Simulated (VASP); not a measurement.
# Sn (Im-3m) in VASP: further runs

One crystal, Sn, is run at these levels: LDA, PBE; tasks: relaxation of cell and atoms.

All numbers are computed with VASP 6.6.1; they aren't measurements. Logs are shortened: lines on timing, memory, paths and dates and some standing lists are left out, and cuts for length are marked.

### Step 1. The crystal as given

The structure is cubic, space group Im-3m (No. 229). Conventional cell: a = 3.789 Å, b = 3.789 Å, c = 3.789 Å, α = 90.00°, β = 90.00°, γ = 90.00°. Sn (site symmetry m-3m) has 8 Sn at 3.28 Å as nearest neighbours.

This isn't the form of Sn at room conditions, which is tetragonal (white tin).

### Step 2. Relaxation of cell and atoms, LDA

The input, INCAR:

```
SYSTEM = Sn
PREC     = Accurate       ! precision mode
ENCUT    = 600            ! plane-wave cutoff, eV
EDIFF    = 1E-6           ! SCF threshold, eV
ISMEAR   = -1             ! smearing method
SIGMA    = 0.05           ! smearing width, eV
LREAL    = .False.        ! projectors in reciprocal space
LASPH    = .True.         ! aspherical terms in the spheres
NELM     = 100            ! most SCF steps
ALGO     = Fast           ! electronic algorithm
ISIF     = 3              ! what is computed and relaxed
LWAVE    = .False.        ! write WAVECAR
LCHARG   = .False.        ! write CHGCAR
GGA      = CA             ! functional
IBRION   = 2              ! ionic algorithm
NSW      = 60             ! ionic steps
EDIFFG   = -0.005         ! ionic threshold
```

The input, KPOINTS:

```
regular mesh
0
Gamma
  7 7 7
  0 0 0
```

The input, POSCAR:

```
Sn
1.0
   -1.8946518192      1.8946518192      1.8946518192
    1.8946518192     -1.8946518192      1.8946518192
    1.8946518192      1.8946518192     -1.8946518192
Sn
1
Direct
    0.0000000000      0.0000000000      0.0000000000
```

Potentials or basis: VASP PAW LDA potentials, release 64 (Sn_d).

The run is started by

```bash
cat potpaw_LDA.64/Sn_d/POTCAR > POTCAR
mpirun -np 1 vasp_std > vasp.out
```

OUTCAR:

```text
SYSTEM = Sn
   PREC = Accurate
   ENCUT = 600
   EDIFF = 1E-6
   ISMEAR = -1
   LREAL = .False.
   LASPH = .True.
   NELM = 100
   ISIF = 3
   GGA = CA
   IBRION = 2
   NSW = 60
   EDIFFG = -0.005

 ion  position               nearest neighbor table
   1  0.000  0.000  0.000-

  LATTYP: Found a body centered cubic cell.
 ALAT       =     3.7893036384

  Lattice vectors:

 A1 = (  -1.8946518192,   1.8946518192,   1.8946518192)
 A2 = (   1.8946518192,  -1.8946518192,   1.8946518192)
 A3 = (   1.8946518192,   1.8946518192,  -1.8946518192)

Analysis of symmetry for initial positions (statically):
=====================================================================
 Subroutine PRICEL returns:
 Original cell was already a primitive cell.

 Routine SETGRP: Setting up the symmetry group for a
 body centered cubic supercell.

 Subroutine GETGRP returns: Found 48 space group operations
 (whereof 48 operations were pure point group operations)
 out of a pool of 48 trial point group operations.

The static configuration has the point symmetry O_h .

Analysis of symmetry for dynamics (positions and initial velocities):
=====================================================================
 Subroutine PRICEL returns:
 Original cell was already a primitive cell.

 Routine SETGRP: Setting up the symmetry group for a
 body centered cubic supercell.

 Subroutine GETGRP returns: Found 48 space group operations
 (whereof 48 operations were pure point group operations)
 out of a pool of 48 trial point group operations.

The dynamic configuration has the point symmetry O_h .

 Subroutine INISYM returns: Found 48 space group operations
 (whereof 48 operations are pure point group operations),
 and found     1 'primitive' translations

----------------------------------------------------------------------------------------

                                     Primitive cell

  volume of cell :      27.2050

  direct lattice vectors                    reciprocal lattice vectors
    -1.894651819  1.894651819  1.894651819     0.000000000  0.263900731  0.263900731
     1.894651819 -1.894651819  1.894651819     0.263900731  0.000000000  0.263900731
     1.894651819  1.894651819 -1.894651819     0.263900731  0.263900731  0.000000000

  length of vectors
     3.281633214  3.281633214  3.281633214     0.373211993  0.373211993  0.373211993

  position of ions in fractional coordinates (direct lattice)
     0.000000000  0.000000000  0.000000000

  ion indices of the primitive-cell ions
   primitive index   ion index
                 1           1

----------------------------------------------------------------------------------------

 KPOINTS: regular mesh

Automatic generation of k-mesh.
 Grid dimensions read from file:
 generate k-points for:    7    7    7

 Generating k-lattice:

  Cartesian coordinates                     Fractional coordinates (reciprocal lattice)
     0.000000000  0.037700104  0.037700104     0.142857143  0.000000000  0.000000000
     0.037700104  0.000000000  0.037700104     0.000000000  0.142857143  0.000000000
     0.037700104  0.037700104  0.000000000     0.000000000  0.000000000  0.142857143

  Length of vectors
     0.053315999  0.053315999  0.053315999

  Shift w.r.t. Gamma in fractional coordinates (k-lattice)
     0.000000000  0.000000000  0.000000000

 Subroutine IBZKPT returns following result:
 ===========================================

 Found     20 irreducible k-points:

 Following reciprocal coordinates:
            Coordinates               Weight
  0.000000  0.000000  0.000000      1.000000
  0.142857  0.000000  0.000000     12.000000
  0.285714  0.000000  0.000000     12.000000
  0.428571  0.000000  0.000000     12.000000
  0.142857  0.142857  0.000000     24.000000
  0.285714  0.142857  0.000000     48.000000
[... 12 lines left out ...]
 -0.428571 -0.428571  0.285714      8.000000
 -0.428571  0.428571  0.428571      6.000000
   k-points           NKPTS =     20   k-points in BZ     NKDIM =     20   number of bands    NBANDS=     11
   number of dos      NEDOS =    301   number of ions     NIONS =      1
   total plane-waves  NPLWV =  21952
   dimension x,y,z NGX =    28 NGY =   28 NGZ =   28
   dimension x,y,z NGXF=    56 NGYF=   56 NGZF=   56
   ions per type =               1
   NGX,Y,Z   is equivalent  to a cutoff of  14.18, 14.18, 14.18 a.u.
   NGXF,Y,Z  is equivalent  to a cutoff of  28.37, 28.37, 28.37 a.u.
 SYSTEM =  Sn
   PREC   = accura    normal or accurate (medium, high low for compatibility)
   ISTART =      0    job   : 0-new  1-cont  2-samecut
   ICHARG =      2    charge: 1-file 2-atom 10-const
   ISPIN  =      1    spin polarized calculation?
   LNONCOLLINEAR =      F non collinear calculations
   LSORBIT =      F    spin-orbit coupling
   LASPH  =      T    aspherical Exc in radial PAW
   ENCUT  =  600.0 eV  44.10 Ry    6.64 a.u.   6.55  6.55  6.55*2*pi/ulx,y,z
   NELM   =    100;   NELMIN=  2; NELMDL= -5     # of ELM steps
   EDIFF  = 0.1E-05   stopping-criterion for ELM
   LREAL  =      F    real-space projection
   EDIFFG = -.5E-02   stopping-criterion for IOM
   NSW    =     60    number of steps for IOM
   IBRION =      2    ionic relax: 0-MD 1-quasi-New 2-CG
   NFREE  =      1    steps in history (QN), initial steepest desc. (CG)
   ISIF   =      3    stress and relaxation
   ISYM   =      2    0-nonsym 1-usesym 2-fastsym
   POTIM  = 0.5000    time-step for ionic-motion
   TEBEG  =    0.0;   TEEND  =   0.0 temperature during run
   PSTRESS=    0.0 pullay stress
   NELECT =      14.0000    total number of electrons
   NUPDOWN=      -1.0000    fix difference up-down
   EMIN   =  10.00;   EMAX   =-10.00  energy-range for DOS
   EFERMI =   0.00;   METHOD = LEGACY
   ISMEAR =    -1;   SIGMA  =   0.05  broadening in eV -4-tet -1-fermi 0-gaus
   EFERMI_NEDOS =   21; number of points for ismear=-14 and -15
   IALGO  =     68    algorithm
   IMIX   =      4    mixing-type and parameters
     AMIX     =   0.40;   BMIX     =  1.00
     AMIX_MAG =   1.60;   BMIX_MAG =  1.00
  volume/ion in A,a.u.               =      27.20       183.59
  Fermi-wavevector in a.u.,A,eV,Ry     =   1.311902  2.479136 23.416813  1.721087
  Thomas-Fermi vector in A             =   2.442332
   LORBIT       =      0    0 simple, 1 ext, 2 COOP (PROOUT), +10 PAW based schemes
   GGA     = CA    functional components
   LHFCALC =     F    Hartree Fock is set to
   AEXX    =    0.0000 exact exchange contribution
   IVDW    =     0    specifies the selected vdW correction
   LEPSILON=     F    determine dielectric tensor
   LRPA    =     F    only Hartree local field effects (RPA)
 conjugate gradient relaxation of ions
 non-spin polarized calculation
 RMM-DIIS sequential band-by-band and
  energy-cutoff  :      600.00
  volume of cell :       27.20
 maximum number of plane-waves:       935
 NGX is ok and might be reduce to    28
   NGX = 13   NGY = 13   NGZ = 13

--------------------------------------- Ionic step        1  -------------------------------------------

 number of electron      13.9999996 magnetization

 Free energy of the ion-electron system (eV)
  ---------------------------------------------------
  ext. energy  EPLUGINS =         0.00000000
  ---------------------------------------------------
  free energy    TOTEN  =        -4.45418564 eV

  energy without entropy =       -4.44677972  energy(sigma->0) =       -4.45048268

------------------------ aborting loop because EDIFF is reached ----------------------------------------

  FORCE on cell =-STRESS in cart. coord.  units (eV):
  Direction    XX          YY          ZZ          XY          YZ          ZX
  --------------------------------------------------------------------------------------
  -------------------------------------------------------------------------------------
  Total       -0.5167704     -0.5167704     -0.5167704      0.0000000      0.0000000      0.0000000
  in kB      -30.4340661    -30.4340661    -30.4340661      0.0000000      0.0000000      0.0000000
  external PRESSURE =     -30.4340661 kB  Pullay stress =       0.0000000 kB

 VOLUME and BASIS-vectors are now :
 -----------------------------------------------------------------------------
  energy-cutoff  :      600.00
  volume of cell :       27.20
      direct lattice vectors                 reciprocal lattice vectors
    -1.894651819  1.894651819  1.894651819     0.000000000  0.263900731  0.263900731
     1.894651819 -1.894651819  1.894651819     0.263900731  0.000000000  0.263900731
     1.894651819  1.894651819 -1.894651819     0.263900731  0.263900731  0.000000000
[... 36 lines left out ...]
 POSITION                                       TOTAL-FORCE (eV/Angst)
 -----------------------------------------------------------------------------------
      0.00000      0.00000      0.00000         0.000000     -0.000000     -0.000000
 -----------------------------------------------------------------------------------
    total drift:                               -0.000000     -0.000000     -0.000000

  FREE ENERGIE OF THE ION-ELECTRON SYSTEM (eV)
  ---------------------------------------------------
  free  energy   TOTEN  =        -4.4679035774 eV

  energy  without entropy=       -4.4605996242  energy(sigma->0) =       -4.46425160

--------------------------------------- Ionic step        3  -------------------------------------------

 number of electron      14.0000006 magnetization

 Free energy of the ion-electron system (eV)
  ---------------------------------------------------
  ext. energy  EPLUGINS =         0.00000000
  ---------------------------------------------------
  free energy    TOTEN  =        -4.46965680 eV

  energy without entropy =       -4.46239884  energy(sigma->0) =       -4.46602782

 E-fermi :   8.8085     XC(G=0): -10.8727

 val. band max:        8.5793480041   @ k =   0.1429   0.1429   0.1429
 cond. band min:       8.8792231863   @ k =  -0.2857   0.4286   0.1429
 fundamental gap:      0.2998751822
 Fermi energy:         8.8085112068

 k-point     1 :       0.0000    0.0000    0.0000
  band No.  band energies     occupation
      1     -12.9524      2.00000
      2     -12.9524      2.00000
      3     -12.9524      2.00000
      4     -12.7849      2.00000
      5     -12.7849      2.00000
      6      -2.9982      2.00000
      7      16.8997      0.00000
      8      16.8997      0.00000
      9      16.8997      0.00000
     10      20.8514      0.00000
     11      20.8514      0.00000

 k-point     2 :       0.1429    0.0000    0.0000
  band No.  band energies     occupation
      1     -12.9631      2.00000
      2     -12.9385      2.00000
      3     -12.9030      2.00000
      4     -12.7961      2.00000
      5     -12.7862      2.00000
      6      -2.5315      2.00000
      7      13.7145      0.00000
      8      15.4393      0.00000
      9      16.2671      0.00000
     10      18.8199      0.00000
     11      19.1689      0.00000
[... 272 lines left out ...]
 POSITION                                       TOTAL-FORCE (eV/Angst)
 -----------------------------------------------------------------------------------
      0.00000      0.00000      0.00000         0.000000      0.000000      0.000000
 -----------------------------------------------------------------------------------
    total drift:                               -0.000000     -0.000000     -0.000000

  FREE ENERGIE OF THE ION-ELECTRON SYSTEM (eV)
  ---------------------------------------------------
  free  energy   TOTEN  =        -4.4696568027 eV

  energy  without entropy=       -4.4623988419  energy(sigma->0) =       -4.46602782

 reached required accuracy - stopping structural energy minimisation
```

It took 12 s on 1 thread of Intel Xeon Platinum 8488C (Sapphire Rapids), shared host; peak memory 0.14 GiB.

Results:

| Quantity | Value |
| --- | --- |
| Free energy | -4.4697 eV |
| Relaxed volume | 25.68 Å³/atom |
| Relaxed cell | a = 3.219 Å, b = 3.219 Å, c = 3.219 Å, α = 109.47°, β = 109.47°, γ = 109.47° |
| Space group after relaxing (to 0.05 Å) | Im-3m (No. 229) |
| Energy gained by relaxing | 15.5 meV/atom |
| Ionic steps | 3 |
| Pressure after relaxing | 0.0 GPa |
| Band gap on the k mesh | none (metal or under the smearing width) |

The path:
| step | energy change (eV) | largest force (eV/Å) | pressure (GPa) | volume (Å³) |
| --- | --- | --- | --- | --- |
| 1 | 0.0000 | 0.0000 | -3.04 | 27.20 |
| 2 | -0.0137 | 0.0000 | 1.12 | 25.22 |
| 3 | -0.0155 | 0.0000 | 0.01 | 25.68 |

Final structure:
```
Sn
1.0
    -1.85846    1.85846    1.85846
     1.85846   -1.85846    1.85846
     1.85846    1.85846   -1.85846
Sn
1
Direct
  0.00000 0.00000 0.00000
```

### Step 3. Relaxation of cell and atoms, LDA, spin-orbit coupling, no magnetisation

Changes to INCAR since step 2:

```diff
@@ -13,2 +13,7 @@
 LCHARG   = .False.        ! write CHGCAR
+LNONCOLLINEAR= .True.         ! non-collinear magnetism
+MAGMOM   = 0 0 0          ! initial moments
+LORBIT   = 11             ! projections on sites
+LSORBIT  = .True.         ! spin-orbit coupling
+GGA_COMPAT= .False.      
 GGA      = CA             ! functional
```

KPOINTS is that of step 2.

POSCAR is that of step 2.

Potentials or basis: VASP PAW LDA potentials, release 64 (Sn_d).

The run is started by

```bash
cat potpaw_LDA.64/Sn_d/POTCAR > POTCAR
mpirun -np 1 vasp_ncl > vasp.out
```

It took 2.2 min on 1 thread of Intel Xeon Platinum 8488C (Sapphire Rapids), shared host; peak memory 0.22 GiB.

It converged, with:

- Free energy: -4.5242 eV
- Relaxed volume: 25.70 Å³/atom
- Relaxed cell: a = 3.220 Å, b = 3.220 Å, c = 3.220 Å, α = 109.47°, β = 109.47°, γ = 109.47°
- Space group after relaxing (to 0.05 Å): Im-3m (No. 229)
- Energy gained by relaxing: 15.5 meV/atom
- Ionic steps: 8
- Pressure after relaxing: 0.0 GPa
- Valence electrons inside the program's atomic spheres: Sn 12.22

The path:
| step | energy change (eV) | largest force (eV/Å) | pressure (GPa) | volume (Å³) |
| --- | --- | --- | --- | --- |
| 1 | 0.0000 | 0.0000 | -3.09 | 27.20 |
| 2 | -0.0136 | 0.0000 | 1.58 | 25.19 |
| 3 | -0.0155 | 0.0000 | -0.06 | 25.71 |
| 4 | -0.0155 | 0.0000 | 0.11 | 25.68 |
| 5 | -0.0155 | 0.0000 | -0.25 | 25.74 |
| 6 | -0.0155 | 0.0000 | 0.04 | 25.70 |
| 7 | -0.0155 | 0.0000 | -0.06 | 25.71 |
| 8 | -0.0155 | 0.0000 | 0.00 | 25.70 |

Final structure:
```cif
data_structure
_symmetry_space_group_name_H-M 'P 1'
_symmetry_Int_Tables_number 1
_cell_length_a 3.2201
_cell_length_b 3.2201
_cell_length_c 3.2201
_cell_angle_alpha 109.471
_cell_angle_beta 109.471
_cell_angle_gamma 109.471
_cell_volume 25.70
loop_
_atom_site_label
_atom_site_type_symbol
_atom_site_fract_x
_atom_site_fract_y
_atom_site_fract_z
_atom_site_occupancy
Sn1 Sn 0.00000 0.00000 0.00000 1
```

### Step 4. Relaxation of cell and atoms, PBE

The input, INCAR:

```
SYSTEM = Sn
PREC     = Accurate       ! precision mode
ENCUT    = 600            ! plane-wave cutoff, eV
EDIFF    = 1E-6           ! SCF threshold, eV
ISMEAR   = -1             ! smearing method
SIGMA    = 0.05           ! smearing width, eV
LREAL    = .FALSE.        ! projectors in reciprocal space
LASPH    = .TRUE.         ! aspherical terms in the spheres
NELM     = 100            ! most SCF steps
ALGO     = Fast           ! electronic algorithm
ISIF     = 3              ! what is computed and relaxed
LWAVE    = .FALSE.        ! write WAVECAR
LCHARG   = .FALSE.        ! write CHGCAR
GGA      = PE             ! functional
IBRION   = 2              ! ionic algorithm
NSW      = 40             ! ionic steps
EDIFFG   = -0.01          ! ionic threshold
```

The input, KPOINTS:

```
Automatic mesh
0
G
  10 10 10
  0 0 0
```

POSCAR is that of step 3.

Potentials or basis: VASP PAW PBE potentials, release 64 (Sn_d).

The run is started by

```bash
cat potpaw_PBE.64/Sn_d/POTCAR > POTCAR
mpirun -np 1 vasp_std > vasp.out
```

Wall time 1.7 min (1 thread of Intel Xeon Platinum 8175M at 2.50GHz (Skylake/Cascade Lake), shared host); peak memory 0.17 GiB.

It converged, with:

| Quantity | Value |
| --- | --- |
| Free energy | -3.7631 eV |
| Relaxed volume | 27.59 Å³/atom |
| Relaxed cell | a = 3.297 Å, b = 3.297 Å, c = 3.297 Å, α = 109.47°, β = 109.47°, γ = 109.47° |
| Space group after relaxing (to 0.05 Å) | Im-3m (No. 229) |
| Energy gained by relaxing | 0.7 meV/atom |
| Ionic steps | 5 |
| Pressure after relaxing | 0.0 GPa |
| Band gap on the k mesh | none (metal or under the smearing width) |

Step by step:
```csv
step,energy change (eV),largest force (eV/Å),pressure (GPa),volume (Å³)
1,0.0000,0.0000,0.69,27.20
2,-0.0007,0.0000,-0.13,27.67
3,-0.0007,0.0000,0.11,27.57
4,-0.0007,0.0000,-0.16,27.62
5,-0.0007,0.0000,0.05,27.59
```

Final structure:
```
CELL_PARAMETERS angstrom
-1.90356 1.90356 1.90356
1.90356 -1.90356 1.90356
1.90356 1.90356 -1.90356
ATOMIC_POSITIONS crystal
Sn 0.00000 0.00000 0.00000
```

Levels at points of the mesh, in eV from the Fermi level:
```
           k point  band 5  band 6  band 7  band 8  band 9  band 10
(0.00, 0.00, 0.00)  -21.40  -10.95    7.86    7.86    7.86    12.12
(0.50, 0.00, 0.00)  -21.32   -6.36   -4.31    3.59    5.42     7.90
(0.50, 0.50, 0.50)  -21.34   -2.53   -0.43   -0.43   -0.43     3.87
```

### Step 5. Relaxation of cell and atoms, PBE

INCAR is that of step 4.

KPOINTS is that of step 4.

POSCAR is that of step 4.

Potentials or basis: VASP PAW PBE potentials, release 64 (Sn).

The run is started by

```bash
cat potpaw_PBE.64/Sn/POTCAR > POTCAR
mpirun -np 1 vasp_std > vasp.out
```

Wall time 27 s (1 thread of Intel Xeon Platinum 8175M at 2.50GHz (Skylake/Cascade Lake), shared host); peak memory 0.17 GiB.

Results (log left out):

| Quantity | Value |
| --- | --- |
| Free energy | -3.7548 eV |
| Relaxed volume | 27.53 Å³/atom |
| Relaxed cell | a = 3.295 Å, b = 3.295 Å, c = 3.295 Å, α = 109.47°, β = 109.47°, γ = 109.47° |
| Space group after relaxing (to 0.05 Å) | Im-3m (No. 229) |
| Energy gained by relaxing | 0.4 meV/atom |
| Ionic steps | 2 |
| Pressure after relaxing | -0.1 GPa |
| Band gap on the k mesh | none (metal or under the smearing width) |

The path:
| step | energy change (eV) | largest force (eV/Å) | pressure (GPa) | volume (Å³) |
| --- | --- | --- | --- | --- |
| 1 | 0.0000 | 0.0000 | 0.48 | 27.20 |
| 2 | -0.0004 | 0.0000 | -0.06 | 27.53 |

Final structure:
```
Sn
1.0
    -1.90215    1.90215    1.90215
     1.90215   -1.90215    1.90215
     1.90215    1.90215   -1.90215
Sn
1
Direct
  0.00000 0.00000 0.00000
```

Levels at points of the mesh, in eV from the Fermi level:
| k point | band 1 | band 2 | band 3 | band 4 | band 5 | band 6 |
| --- | --- | --- | --- | --- | --- | --- |
| (0.00, 0.00, 0.00) | -10.96 | 7.90 | 7.90 | 7.90 | 12.18 | 12.18 |
| (0.50, 0.00, 0.00) | -6.38 | -4.33 | 3.60 | 5.44 | 7.86 | 8.14 |
| (0.50, 0.50, 0.50) | -2.50 | -0.43 | -0.43 | -0.43 | 3.86 | 3.86 |

### Step 6. For comparison

An earlier run on the cell as given: functional PBE; potentials or basis VASP PAW PBE potentials, release 64 (Sn_d); cutoff 520 eV; k mesh 10 × 10 × 10; occupations fermi-dirac, width 0.05 eV; no spin polarisation.

- Pressure: 0.6 GPa
- Band gap on the k mesh: none (metal or under the smearing width)

### Step 7. Overview

```csv
task,level,potentials or basis,spin,cell,k mesh,cutoff (eV),gap on the mesh (eV),pressure (GPa),relaxed volume (Å³/atom)
relaxation of cell and atoms,LDA,"VASP PAW LDA potentials, release 64 (Sn_d)",off,relaxed,7 × 7 × 7,600,none,0.0,25.68
relaxation of cell and atoms,LDA,"VASP PAW LDA potentials, release 64 (Sn_d)","SOC, no magnetisation",relaxed,7 × 7 × 7,600,-,0.0,25.70
relaxation of cell and atoms,PBE,"VASP PAW PBE potentials, release 64 (Sn_d)",off,relaxed,10 × 10 × 10,600,none,0.0,27.59
relaxation of cell and atoms,PBE,"VASP PAW PBE potentials, release 64 (Sn)",off,relaxed,10 × 10 × 10,600,none,-0.1,27.53
single point,PBE,"VASP PAW PBE potentials, release 64 (Sn_d)",off,as given,10 × 10 × 10,520,none,0.6,-
```

Alike in all rows: smearing fermi-dirac 0.05 eV.

Total energies depend on the potentials used, so only differences within one code and one set of settings carry meaning.
